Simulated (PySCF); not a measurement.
Phenolate, C6H5O (charge -1).
Numbering: `[O-:1][c:2]1[cH:3][cH:4][cH:5][cH:6][cH:7]1` (hydrogens: H8 on C3; H9 on C4; H10 on C5; H11 on C6; H12 on C7)

The closed-shell ground state was solved at several levels (PySCF, density fitting, gas phase, non-relativistic). Geometry: PBE0-D3(BJ)/def2-SVP; no solvent, vibrations or thermal averaging. Where the HOMO energy is positive, the finite basis confines the outermost electrons. No diffuse functions stand in 6-31G*, def2-SVP, pcJ-1, pcSseg-1 and pcSseg-2, which bears on an anion's orbital energies.

```
            level  basis functions  HOMO (eV)  LUMO (eV)  gap (eV)
    PBE0/def2-SVP              123       0.00       5.08      5.08
LC-wPBE/def2-SVPD              183      -2.73       6.26      8.99
    PBE/def2-SVPD              183       0.46       3.72      3.26
    LDA/def2-SVPD              183       0.23       3.46      3.23
    PBE0/pcSseg-1              144      -0.23       4.83      5.06
      B3LYP/pcJ-1              239      -0.01       4.67      4.68
   B3LYP/pcSseg-2              322      -0.25       3.97      4.22
  B3LYP/def2-SVPD              183      -0.28       4.32      4.60
```

(1) What might PBE0/6-31G* (108 basis functions) give for the same quantities?

(2) Over all these levels, which gives the widest orbital gap and which the narrowest?

(3) How much does the basis alone move the frontier levels among the 3 PBE0 rows (the withheld one included)?

Results:

(1) HOMO 0.29 eV, LUMO 5.46 eV, gap 5.17 eV.

(2) LC-wPBE/def2-SVPD (range-separated hybrid) has the widest, 8.99 eV, and LDA/def2-SVPD (LDA) the narrowest, 3.23 eV. The two share the basis. From the narrowest to the widest the HOMO moves by -2.96 eV and the LUMO by +2.80 eV.

(3) The HOMO by 0.52 eV and the LUMO by 0.63 eV. By rising basis size (HOMO, LUMO in eV): 6-31G* 0.29, 5.46; def2-SVP 0.00, 5.08; pcSseg-1 -0.23, 4.83.
